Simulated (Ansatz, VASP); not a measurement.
NaI in VASP and in Ansatz

INCAR

```
PREC = Accurate
ENCUT = 520
EDIFF = 1E-7
ISMEAR = 0
SIGMA = 0.02
LREAL = F
LASPH = T
NELM = 100
ALGO = Normal
ISIF = 2
LWAVE = F
LCHARG = T
GGA = PE
LELF = T
LVHAR = T
NBANDS = 14
```

The input KPOINTS:

```
regular mesh
0
Gamma
  6 6 6
```

Contents of POSCAR:

```
NaI
1.0
    0.0000000000      3.3281150154      3.3281150154
    3.3281150154      0.0000000000      3.3281150154
    3.3281150154      3.3281150154      0.0000000000
Na I
1 1
Direct
    0.0000000000      0.0000000000      0.0000000000
    0.5000000000      0.5000000000      0.5000000000
```

Input for Ansatz:

```yaml
crystal:
  lattice:
    - [0.0, 3.3281150909, 3.3281150909]
    - [3.3281150909, 0.0, 3.3281150909]
    - [3.3281150909, 3.3281150909, 0.0]
  atoms:
    - { symbol: Na, position: [0.0, 0.0, 0.0] }
    - { symbol: I, position: [0.5, 0.5, 0.5] }
basis:
  ecutwfc: 420
kpoints:
  mp_grid: { grid: [6, 6, 6] }
hamiltonian:
  xc: pbe
scf:
  occupations: { method: gaussian, width: 0.02 }
output:
  forces: true
  stress: true
  eigenvalues: true
  write_density: true
  write_potential: true
  elf: true
  volumetric_format: npy
```

Alike in both runs: task single point; functional PBE; k mesh 6 × 6 × 6; occupations gaussian, width 0.02 eV; no spin polarisation.

```csv
,VASP,Ansatz
version,VASP 6.6.1,Ansatz 0.2.0
potentials or method,"VASP PAW PBE potentials, release 64 (Na_pv, I)","scalar-relativistic, plane waves, PAW"
plane-wave cutoff (eV),520,420
valence electrons in the cell,14,26
```

|  | VASP | Ansatz | Ansatz less VASP |
| --- | --- | --- | --- |
| gap on the k mesh at the Fermi level (eV) | 3.43 | 3.44 | +0.003 |
| least direct gap on the mesh (eV) | 3.43 | 3.44 | +0.003 |
| pressure (GPa) | -0.8 | -0.8 | -0.01 |

The functional is the same, so the differences come from potentials, cutoffs and numerics. The two sets of potentials don't hold the same shells in valence.

Caveats: spin-orbit coupling is left out, which moves the levels of the heavy elements. A hybrid or GW would open this gap; PBE tends to underestimate it.
